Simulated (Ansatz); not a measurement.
ZrO2:
```xyz
6
Lattice="3.5576 0.0000 0.0000 0.0000 3.5576 0.0000 0.0000 0.0000 5.1108" Properties=species:S:1:pos:R:3 pbc="T T T"
Zr     0.0000     0.0000     0.0000
Zr     1.7788     1.7788     2.5554
O      0.0000     1.7788     1.0584
O      0.0000     1.7788     3.6138
O      1.7788     0.0000     1.4970
O      1.7788     0.0000     4.0524
```

Relaxed with LDA. Special points in fractions of this cell's reciprocal vectors: Γ (0.000, 0.000, 0.000); X (0.000, 0.500, 0.000); M (0.500, 0.500, 0.000); Z (0.000, 0.000, 0.500); R (0.000, 0.500, 0.500); A (0.500, 0.500, 0.500).

Problem. List the band energies nearest the valence-band maximum at these points for the program Ansatz at the LDA level (PAW).

Solution. In eV from the valence-band maximum; about four levels below and three above (degenerate sets whole), none deeper than 8.9 eV; points with the same levels are listed once.

```tsv
k	below	above
Γ	-0.47 -0.14 -0.14 -0.12	3.98 4.48 5.01
X	-1.51 -1.51 -0.12 -0.12	4.43 4.43 5.44 5.44
M	-0.94 -0.94 -0.21 -0.21	5.09 5.09 5.36 5.36
Z	-0.43 -0.43 -0.04 -0.04	4.60 4.60 5.15 5.15
R	-1.31 -1.31 -0.98 -0.98	4.57 4.57 4.80 4.80
A	-1.36 -1.36 0.00 0.00	5.25 5.25 5.55 5.55
```

Space group P4_2/nmc. This is a known high-temperature phase of the composition, computed here at zero pressure and temperature. The LDA relaxation kept the symmetry of its start; its stability against distortions is not shown here. No spin polarisation was allowed. Spin–orbit coupling is left out wherever it is not named.

Potentials: the later of the program's two PAW sets.
